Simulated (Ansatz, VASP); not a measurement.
One calculation of ZrB, two programs

```
Zr B
1.0
     0.00000    2.45158    2.45158
     2.45158    0.00000    2.45158
     2.45158    2.45158    0.00000
Zr B
1 1
Direct
  0.00000 0.00000 0.00000
  0.50000 0.50000 0.50000
```

Alike in both runs: functional PBE; k mesh 20 × 20 × 20; occupations gaussian, width 0.1 eV; no spin polarisation.

Ansatz relaxed the structure, and its values are those at the end. VASP's run is a single point on that final structure, the one shown.

```csv
,VASP,Ansatz
version,VASP 6.6.1,Ansatz 0.2.0
potentials or method,"VASP PAW PBE potentials, release 64 (Zr_sv, B)","scalar-relativistic, plane waves, PAW"
plane-wave cutoff (eV),520,420
valence electrons in the cell,15,15
```

|  | VASP | Ansatz | Ansatz less VASP |
| --- | --- | --- | --- |
| gap on the k mesh at the Fermi level (eV) | none | none | - |
| pressure (GPa) | 0.2 | 0.1 | -0.11 |

A gap of «none» marks a metal or a gap that the smearing closes.
